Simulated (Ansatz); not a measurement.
**Ni (Im-3m): SCF with some post-processing, by script**

Aim: an SCF with some post-processing, for Ni (Im-3m), run from a script.

This is Ni in the bcc structure; at room conditions it is fcc.

Program: Ansatz 0.2.0 through its Python package. Level of theory: DFT PBEsol, plane waves, PAW. These are calculated values, not measurements.

## 1. Starting point

The structure is cubic, space group Im-3m (No. 229). The conventional cell has a = 2.767 Å, b = 2.767 Å, c = 2.767 Å, α = 90.00°, β = 90.00°, γ = 90.00°. Around Ni (site symmetry m-3m) lie 8 Ni at 2.40 Å.

No structure file is read: the coordinates are typed or built in the script.

## 2. The script

ni_analyse.py reads:

```python
# -*- coding: utf-8 -*-
from dataclasses import dataclass
from pathlib import Path

import ansatz as az
from ase.data import atomic_numbers
import matplotlib.pyplot as plt
import numpy as np
from pymatgen.core import Structure
import spglib


@dataclass
class Settings:
    smearing_width: float = 0.1


settings = Settings()


def main():
    lattice = az.Lattice.of(
        (-1.38372, 1.38372, 1.38372),
        (1.38372, -1.38372, 1.38372),
        (1.38372, 1.38372, -1.38372),
    )
    sites = [
        ("Ni", (0.0, 0.0, 0.0)),
    ]
    system = az.Crystal(lattice=lattice)
    for symbol, position in sites:
        system = system.atom(symbol, position)
    system = system.moments(Ni=2.0)

    setup = (
        system.calculation()
        .functional(az.Functional.PBESOL)
        .kpoints(13)
        .occupations(az.OccupationsMethod.COLD, width=settings.smearing_width)
        .spin("collinear")
        .band_table()
        .density_of_states(energy_step=0.1, projected=True)
        .density()
        .potential()
        .output_files(volumetric_format=["xsf", "npy"])
    )
    history = []
    done = setup.session().plan().execute(on_event=lambda event: history.append(event["data"]["dr2_ev"]) if event["event"] == "scf_iter" else None)
    data = done.report
    print("density residual by iteration (eV):", " ".join(f"{value:.1e}" for value in history[:40]))

    n_atoms = len(data["lattice"]["sites"])
    print("F =", round(data["free_energy_ev"], 4), "eV for", n_atoms, "atoms")
    print("E(sigma -> 0) =", round(data["energy_sigma0_ev"], 4), "eV, TS =", round(data["entropy_ts_ev"], 5), "eV")
    print("closed by", data["closed_by"], "after", data["n_iterations"], "iterations")

    table = np.array(data["eigenvalues_ev"]) - data["fermi_energy_ev"]
    filling = np.array(data["occupations"])
    weights = np.tile(data["kweights"], len(table) // len(data["kweights"]))
    print("band   lowest  highest (eV from E_F)  electrons")
    for band in range(table.shape[1]):
        if table[:, band].max() > -12:
            print(f"{band + 1:4d} {table[:, band].min():8.3f} {table[:, band].max():8.3f} {weights @ filling[:, band]:18.4f}")
    print("electrons counted from the table:", round(float(weights @ filling.sum(axis=1)), 5))

    print(f"net moment {data['magnetization_mub']:.3f} muB, absolute {data['absolute_magnetization_mub']:.3f} muB")
    for index, (site, m) in enumerate(zip(done.lattice.sites, data["site_moments_mub"])):
        print(f"  {index:2d} {site.symbol:2s} {m:7.3f}")

    dos = done.density_of_states()
    energy = np.asarray(dos.energies_ev) - dos.fermi_ev
    projected = done.projected_density_of_states()
    fig, ax = plt.subplots(figsize=(5, 3.4))
    for name in sorted({site.species for site in projected.sites}):
        curve = sum(np.sum(part.g_bin_mean_per_ev, axis=0) for site in projected.sites if site.species == name for shell in site.shells for part in shell.curves)
        ax.plot(energy, curve, label=name)
        window = (energy > -4) & (energy <= 0)
        print(f"{name}: {curve[window].sum() * (energy[1] - energy[0]):.3f} projected states in the 4 eV under E_F")
    ax.set(xlim=(-8, 6), xlabel="E - E_F (eV)", ylabel="states/eV")
    ax.legend()
    fig.savefig("pdos.png", dpi=100)

    final = Structure(done.lattice.cell_ang, [s.symbol for s in done.lattice.sites], [s.position_frac for s in done.lattice.sites])
    print(final.to(fmt="poscar"))

    folder = Path(done.write_results("volumes"))
    print(sorted(path.name for path in folder.iterdir()))
    head = (folder / "rho.xsf").read_text().split("BEGIN_BLOCK")[0]
    print(head)

    spg_cell = (done.lattice.cell_ang, [s.position_frac for s in done.lattice.sites], [atomic_numbers[s.symbol] for s in done.lattice.sites])
    found = spglib.get_symmetry_dataset(spg_cell, symprec=1e-3)
    print(found.international, found.number, "point group", found.pointgroup)
    for site, letter, group in zip(done.lattice.sites, found.wyckoffs, found.site_symmetry_symbols):
        print(f"  {site.symbol:2s} Wyckoff {letter}  site symmetry {group}")


if __name__ == "__main__":
    main()
```

## 3. The calls as engine input

The package turns the script's settings into the engine's input:

```yaml
crystal:
  lattice:
    - [-1.38372, 1.38372, 1.38372]
    - [1.38372, -1.38372, 1.38372]
    - [1.38372, 1.38372, -1.38372]
  atoms:
    - { symbol: Ni, position: [0.0, 0.0, 0.0] }
kpoints:
  mp_grid:
    grid: [13, 13, 13]
hamiltonian:
  xc: pbesol
magnetization:
  spin_polarized: true
  per_species:
    Ni: 2.0
scf:
  occupations:
    method: cold
    width: 0.1
output:
  write_density: true
  write_potential: true
  volumetric_format: [xsf, npy]
  dos:
    de: 0.1
    projected: true
  eigenvalues: true
```

## 4. The run

Run with:

```sh
$ python ni_analyse.py
```

Q: Predict the main results. Wanted: free energy; gap on the mesh; moment, net / absolute.

**Answer**, as computed:

| quantity | value |
| --- | --- |
| free energy | -5804.8635 eV |
| gap on the mesh | none |
| moment, net / absolute | 0.61 / 0.67 μB per cell |

Filled and empty levels meet on the mesh: no gap at this level. Reading the output:
- Under cold or Methfessel-Paxton smearing the entropy term is a generalised one and can be negative.
- The mesh is modest for a metal, so energies can be off by several to tens of meV an atom and pressures by half a GPa or more; differences at equal mesh fare better.
- Projections exist only for the shells that the potentials hold, some of them semicore, and samples at single energies can miss narrow peaks.
- The fields are valence quantities on the plane-wave grid; their values near the nuclei depend on the potentials.
- This isn't the structure that Ni takes at ambient conditions.
- Levels are Kohn-Sham eigenvalues on this mesh.
- The density of states is complete only as far up as bands were computed.
